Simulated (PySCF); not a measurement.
**C2H4O2: calculation against experiment**

**What was measured.**

From NIST CCCBDB Release 22 (SRD 101), experimental polarizabilities, for the gas: mean polarisability 5.149 Å³.

Chong, Molecules 2021, 26, 1947 (electron spectra of vapor-phase indole and four azaindoles) lists, for the gas: C 1s binding energy of C1 291.55 eV; C 1s binding energy of C2 295.38 eV.

CORE65 (Golze, Keller, Rinke, J. Phys. Chem. Lett. 2020, 11, 1840), as tabulated in Jana, Herbert, J. Chem. Phys. 2023, 158, 094111, SI lists, for the gas: C 1s binding energy of C1 291.55 eV; C 1s binding energy of C2 295.35 eV; O 1s binding energy of O4 540.1 eV; O 1s binding energy of O3 538.31 eV.

The results are set against them at the end.

Compound: C2H4O2.
Atom-mapped SMILES: `[CH3:1][C:2](=[O:3])[OH:4]` (hydrogens: H5, H6, H7 on C1; H8 on O4)

Cartesian coordinates in Å at the PBE0-D3(BJ)/def2-TZVP level; atoms count from 1:
```xyz
8
C2H4O2 angstrom
C     -0.279   -0.680   -0.625
C      0.360    0.439    0.134
O      1.296    1.094   -0.232
O     -0.243    0.641    1.321
H     -1.353   -0.509   -0.713
H      0.175   -0.760   -1.609
H     -0.143   -1.614   -0.075
H      0.231    1.368    1.748
```

The PySCF runs (gas phase, on this PBE0-D3(BJ)/def2-TZVP geometry; non-relativistic but for the core-level run):

```tsv
level	job	basis functions	wall time
CAM-B3LYP/aug-cc-pVTZ	10 singlets by full TDDFT, 4 Tamm–Dancoff triplets, polarisability	276	28 s
PBE0/aug-cc-pVTZ	10 singlets by full TDDFT, 4 Tamm–Dancoff triplets, polarisability, dynamic polarisability	276	27 s
wB97X-D/aug-cc-pVTZ	10 singlets by full TDDFT, 4 Tamm–Dancoff triplets, polarisability, ΔSCF ions	276	47 s
delta-SCF UKS SCAN, pcX-3 on the ionised atom, pcseg-2 elsewhere, spin-free X2C	ΔSCF core ionisation, 4 holes	230	41 s
```

Hardware: one thread of an Arm Neoverse V2, no GPU, shared host.

**Comparison with experiment**

**Mean polarisability.** Measured: 5.149 Å³ (NIST CCCBDB Release 22 (SRD 101), experimental polarizabilities).

| level | computed (Å³) | computed − measured (Å³) | % (from the printed values) |
| --- | --- | --- | --- |
| CAM-B3LYP/aug-cc-pVTZ | 5.019 | -0.130 | -3 |
| PBE0/aug-cc-pVTZ | 5.037 | -0.112 | -2 |
| wB97X-D/aug-cc-pVTZ | 5.023 | -0.126 | -2 |

All 3 levels lie below the measurement. The computed values are static and purely electronic, with core orbitals frozen in the response (1 au = 0.148185 Å³). The table of measured values doesn't say here whether a value is static or optical, or holds a vibrational part. The measurement averages over conformers, the calculation has one.

**Core binding energies.** PySCF 2.14.0, delta-SCF UKS SCAN, pcX-3 on the ionised atom, pcseg-2 elsewhere, spin-free X2C.

```
level and atom  computed (eV)      measured (eV)  computed − measured (eV)
      C 1s, C1         291.48  291.55 and 291.55                     -0.07
      C 1s, C2         295.12  295.38 and 295.35                     -0.26
      O 1s, O4         540.10              540.1                      0.00
      O 1s, O3         538.00             538.31                     -0.31
```

Sources, in the order of the opening: Chong, Molecules 2021, 26, 1947 (electron spectra of vapor-phase indole and four azaindoles); CORE65 (Golze, Keller, Rinke, J. Phys. Chem. Lett. 2020, 11, 1840), as tabulated in Jana, Herbert, J. Chem. Phys. 2023, 158, 094111, SI. Against the first value of each row the mean signed difference is -0.16 eV and the largest in size -0.31 eV. The computed values are vertical, without vibrational structure; measured positions hang on the energy calibration. 

The geometry is computed, not the measured one. Where a level misses, the cause wasn't examined.
